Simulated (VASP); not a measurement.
All values below come from TPSS meta-GGA, VASP's PBE PAW potentials (set 64) (plane waves; VASP).

The input files of a VASP run:

**INCAR**
```
SYSTEM  =  ZrO2
PREC  =  Accurate; ENCUT  =  520; LREAL  =  .FALSE.
LASPH  =  .TRUE.
EDIFF  =  1E-7; NELM  =  100; ALGO  =  Normal
LMAXMIX  =  4; LMIXTAU  =  .TRUE.
ISMEAR  =  -5
METAGGA  =  TPSS
ISIF  =  2
LWAVE  =  .FALSE.; LCHARG  =  .FALSE.; LORBIT  =  11
NEDOS  =  601
LEFG  =  .TRUE.
```

**POSCAR**
```
ZrO2
1
    0.0000000000     2.5523359616     2.5523359616
    2.5523359616     0.0000000000     2.5523359616
    2.5523359616     2.5523359616     0.0000000000
Zr O
1 2
Direct
  0.0000000000   0.0000000000   0.0000000000
  0.2500000000   0.2500000000   0.2500000000
  0.7500000000   0.7500000000   0.7500000000
```

File KPOINTS_OPT:
```
k-points along high-symmetry lines
10
Line-mode
Reciprocal
  0.000000   0.000000   0.000000 ! GAMMA
  0.500000   0.000000   0.500000 ! X

  0.500000   0.000000   0.500000 ! X
  0.625000   0.250000   0.625000 ! U

  0.375000   0.375000   0.750000 ! K
  0.000000   0.000000   0.000000 ! GAMMA

  0.000000   0.000000   0.000000 ! GAMMA
  0.500000   0.500000   0.500000 ! L

  0.500000   0.500000   0.500000 ! L
  0.500000   0.250000   0.750000 ! W

  0.500000   0.250000   0.750000 ! W
  0.500000   0.000000   0.500000 ! X
```

### KPOINTS
```
Automatic mesh
0
Gamma
8 8 8
0 0 0
```

POTCAR, in this order: Zr_sv O (PBE.64 set). Program: vasp_std.

Output

**OSZICAR**
```
       N       E                     dE             d eps       ncg     rms          rms(c)
DAV:   1     0.285432961566E+03    0.28543E+03   -0.19567E+04   928   0.246E+03
DAV:   2     0.464873275713E+02   -0.23895E+03   -0.23493E+03  1216   0.440E+02
DAV:   3     0.328426830252E+02   -0.13645E+02   -0.13620E+02  1248   0.126E+02
DAV:   4     0.325205606551E+02   -0.32212E+00   -0.32206E+00  1360   0.178E+01
DAV:   5     0.325178238378E+02   -0.27368E-02   -0.27368E-02  1256   0.139E+00    0.432E+01
DAV:   6    -0.439291696253E+02   -0.76447E+02   -0.30023E+02   928   0.227E+02    0.134E+01
DAV:   7    -0.421412126994E+02    0.17880E+01   -0.14678E+01  1184   0.385E+01    0.644E+00
DAV:   8    -0.419111180838E+02    0.23009E+00   -0.12535E+00  1288   0.827E+00    0.360E+00
DAV:   9    -0.418391938829E+02    0.71924E-01   -0.12877E+00  1488   0.846E+00    0.168E+00
DAV:  10    -0.419293034231E+02   -0.90110E-01   -0.14382E-01  1376   0.440E+00    0.967E-01
DAV:  11    -0.419403187005E+02   -0.11015E-01   -0.32804E-02  1072   0.197E+00    0.591E-01
DAV:  12    -0.419464484451E+02   -0.61297E-02   -0.54146E-02  1232   0.203E+00    0.166E-01
DAV:  13    -0.419613509197E+02   -0.14902E-01   -0.11371E-02  1024   0.108E+00    0.841E-02
DAV:  14    -0.419620578569E+02   -0.70694E-03   -0.99955E-04  1040   0.293E-01    0.300E-02
DAV:  15    -0.419622573320E+02   -0.19948E-03   -0.18965E-04  1056   0.140E-01    0.151E-02
DAV:  16    -0.419622639073E+02   -0.65753E-05   -0.18911E-05  1392   0.432E-02    0.664E-03
DAV:  17    -0.419622645935E+02   -0.68610E-06   -0.67112E-06  1064   0.249E-02    0.157E-03
DAV:  18    -0.419622676831E+02   -0.30897E-05   -0.94466E-07  1056   0.117E-02    0.251E-03
DAV:  19    -0.419622670500E+02    0.63310E-06   -0.89061E-07  1096   0.810E-03    0.968E-04
DAV:  20    -0.419622675575E+02   -0.50746E-06   -0.76815E-08   632   0.332E-03    0.450E-04
DAV:  21    -0.419622675106E+02    0.46836E-07   -0.10664E-08   616   0.965E-04
   1 F= -.41962268E+02 E0= -.41962268E+02  d E =0.000000E+00
       N       E                     dE             ncg
       N       E                     dE             ncg
       N       E                     dE             ncg
```

File OUTCAR:
```
------------------------ aborting loop because EDIFF is reached ----------------------------------------
  FORCE on cell =-STRESS in cart. coord.  units (eV):
  Direction    XX          YY          ZZ          XY          YZ          ZX
  --------------------------------------------------------------------------------------
  Total        0.0008825      0.0008825      0.0008825      0.0000000      0.0000000     -0.0000000
  in kB        0.0425208      0.0425208      0.0425208      0.0000000      0.0000000     -0.0000000
  external PRESSURE =       0.0425208 kB  Pullay stress =       0.0000000 kB
  volume of cell :       33.25
      direct lattice vectors                 reciprocal lattice vectors
     0.000000000  2.552335962  2.552335962    -0.195898975  0.195898975  0.195898975
     2.552335962  0.000000000  2.552335962     0.195898975 -0.195898975  0.195898975
     2.552335962  2.552335962  0.000000000     0.195898975  0.195898975 -0.195898975
 POSITION                                       TOTAL-FORCE (eV/Angst)
 -----------------------------------------------------------------------------------
      0.00000      0.00000      0.00000         0.000000      0.000000      0.000000
      1.27617      1.27617      1.27617         0.000000      0.000000      0.000000
      3.82850      3.82850      3.82850        -0.000000     -0.000000     -0.000000
 -----------------------------------------------------------------------------------
    total drift:                                0.000000      0.000000      0.000000
  FREE ENERGIE OF THE ION-ELECTRON SYSTEM (eV)
  ---------------------------------------------------
  free  energy   TOTEN  =       -41.9622675106 eV

  energy  without entropy=      -41.9622675106  energy(sigma->0) =      -41.96226751

 total charge

# of ion       s       p       d       tot
------------------------------------------
    1        2.163   6.043   1.260   9.465
    2        1.547   3.527   0.000   5.074
    3        1.547   3.527   0.000   5.074
--------------------------------------------------
tot          5.256  13.096   1.260  19.612

 Electric field gradients after diagonalization (V/A^2)
 (convention: |V_zz| > |V_xx| > |V_yy|)
----------------------------------------------------------------------
 ion       V_xx      V_yy      V_zz     asymmetry (V_yy - V_xx)/ V_zz
----------------------------------------------------------------------
   1      -0.000    -0.000     0.000       0.000
   2       0.001     0.001    -0.003       0.000
   3       0.001     0.001    -0.003       0.000
```
(Selected blocks of OUTCAR.)

The compound is ZrO2 in the fluorite structure, the high-temperature cubic form, which is unstable at 0 K; the monoclinic form is the stable one. It was relaxed first.
